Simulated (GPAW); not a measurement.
Here is a GPAW 26.7.0 calculation.

run.py

```python
from ase import Atoms
from ase.calculators.mixing import SumCalculator
from ase.filters import FrechetCellFilter
from ase.io import write
from ase.optimize import BFGS
from dftd3.ase import DFTD3
from gpaw import GPAW, PW, setup_paths

setup_paths.insert(0, '.')

atoms = Atoms(['Ge', 'Ge'],
              cell=[[0.0, 2.82891, 2.82891],
                    [2.82891, 0.0, 2.82891],
                    [2.82891, 2.82891, 0.0]],
              scaled_positions=[[0.75, 0.75, 0.75],
                                [0.5, 0.5, 0.5]],
              pbc=True)

calc = GPAW(mode=PW(600),
            xc='PBEsol',
            kpts={'size': (8, 8, 8), 'gamma': True},
            occupations={'name': 'fermi-dirac', 'width': 0.05},
            nbands=11,
            convergence={'density': 1e-05, 'forces': 0.0001},
            maxiter=150,
            txt='gpaw.txt')
atoms.calc = SumCalculator([calc, DFTD3(damping='d3bj', params_tweaks=dict(method='pbesol', atm=True))])
opt = BFGS(FrechetCellFilter(atoms), trajectory='relax.traj', logfile='-')
done = opt.run(fmax=0.02, steps=60)
calc.write('gs.gpw')
write('result.traj', atoms)
print('Converged:', done)
print('Cell:', atoms.cell.cellpar().round(4))
print('Volume:', round(atoms.get_volume(), 4))
print(atoms.get_scaled_positions().round(5))
```

Potentials or basis: PAW data sets generated in the run's folder for this functional, pw.

Run with:

```bash
$ gpaw-setup -f PBEsol Ge
$ OMP_NUM_THREADS=1 python run.py
```

Problem. What does it give for the space group after relaxing (to 0.05 Å)?

Solution. Fd-3m (No. 227).

Problem. Predict the dispersion energy per atom.

Solution. -0.263 eV.

Problem. Estimate the relaxed volume.

Solution. 22.40 Å³/atom.

Problem. Predict the relaxed cell.

Solution. a = 3.986 Å, b = 3.986 Å, c = 3.986 Å, α = 60.00°, β = 60.00°, γ = 60.00°.

Final structure:
```
Ge
1.0
     0.00000    2.81883    2.81883
     2.81883    0.00000    2.81883
     2.81883    2.81883    0.00000
Ge
2
Direct
  0.75000 0.75000 0.75000
  0.50000 0.50000 0.50000
```

Caveat: later steps reuse the first step's grids.

The cell as given is a measured one (22.64 Å³/atom); PBEsol+D3(BJ)+ATM puts the equilibrium volume -1.1 % from it, thermal expansion not counted.
